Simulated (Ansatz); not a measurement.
CdF2: phonon heat capacity and phonon entropy against temperature

Harmonic vibrational free energy, entropy and heat capacity at constant volume, per atom, from the force constants of a q mesh, imaginary modes left out; plane waves with PAW datasets, Gamma-centred k mesh. The results are calculated, by Ansatz 0.2.0.

Structure of every row (space group Fm-3m, No. 225):
```
cell vectors (Å)
   0.0000     2.7407     2.7407
   2.7407     0.0000     2.7407
   2.7407     2.7407     0.0000
atoms (fractions of the cell vectors)
Cd  0.00000  0.00000  0.00000
F   0.25000  0.25000  0.25000
F   0.75000  0.75000  0.75000
```

Settings of every row: functional PBE; dispersion none; spin none; wave cutoff 420 eV; k mesh 8x8x8; occupations fixed; smearing width 0 eV; pressure 0 GPa; phonon method linear response; q mesh 2x2x2.

Limits: coarse q mesh; phonon interpolation lacks quadrupole term; the cell comes from a prototype or a list of computed structures and needn't be the stable phase.

| row | temperature (K) | phonon heat capacity (kB/atom) | phonon entropy (kB/atom) | phonon free energy (meV/atom) |
| --- | --- | --- | --- | --- |
| 1 | 200 | 2.467 | 2.57 | 17.9 |
| 2 | 300 | 2.737 | 3.631 | -9.1 |
| 3 | 400 | 2.846 | 4.435 | -44 |
| 4 | 500 | ? | ? | ? |
| 5 | 600 | 2.929 | 5.608 | -131.1 |
| 6 | 700 | 2.948 | 6.061 | -181.5 |
| 7 | 800 | 2.96 | 6.455 | -235.4 |
| 8 | 900 | 2.968 | 6.804 | -292.6 |
| 9 | 1000 | 2.974 | 7.117 | -352.6 |

Question: what phonon heat capacity and phonon entropy should row 4 give?

Worked fit of phonon heat capacity. At high temperature a harmonic heat capacity falls short of its limit by a term in 1/T², so take t = (100 K / T)². The shown rows have t = 0.25, 0.11111, 0.0625, 0.02778, 0.02041, 0.01562, 0.01235, 0.01. Least squares give phonon heat capacity = 2.9992 − 2.5505 × t + 1.688 × t² kB/atom; a straight line predicts inner rows, each left out in turn, worse (root mean square 0.0099 against 0.00062 kB/atom). The rows lie off it by 0.000, 0.000, 0.000, -0.001, 0.000, 0.000, 0.000, 0.000. The constant, 2.9992 kB/atom, is to be held against the harmonic limit of 3 k_B an atom. The withheld row has t = 0.04, so the fit gives 2.9992 − 2.5505 × (0.04) + 1.688 × (0.04)² = 2.900 kB/atom.

The calculation gave 2.899 kB/atom. The fit lies 0.001 kB/atom (0.2 % of the column's range) above it, one unit of the last digit.

Worked fit of phonon entropy. Entropy rises as the heat capacity times the change of ln T, so take t = ln(T / 300 K). The shown rows have t = -0.4055, 0, 0.2877, 0.6931, 0.8473, 0.9808, 1.0986, 1.204. Least squares give phonon entropy = 3.6444 + 2.72479 × t + 0.13886 × t² kB/atom; a straight line predicts inner rows, each left out in turn, worse (root mean square 0.033 against 0.011 kB/atom). The rows lie off it by 0.008, -0.013, -0.005, 0.008, 0.008, 0.005, -0.001, -0.009 (root mean square 0.0079 kB/atom), a smooth pattern that one more power would take up: the form is only approximate. The slope at t = 0, 2.72 kB/atom, estimates the heat capacity at 300 K. The withheld row has t = 0.5108, so the fit gives 3.6444 + 2.72479 × (0.5108) + 0.13886 × (0.5108)² = 5.072 kB/atom.

The calculation gave 5.076 kB/atom. The fit lies 0.004 kB/atom (0.088 % of the column's range) below it; its largest miss of a shown row is 0.013 kB/atom.

The other values of row 4: phonon free energy -85 meV/atom.
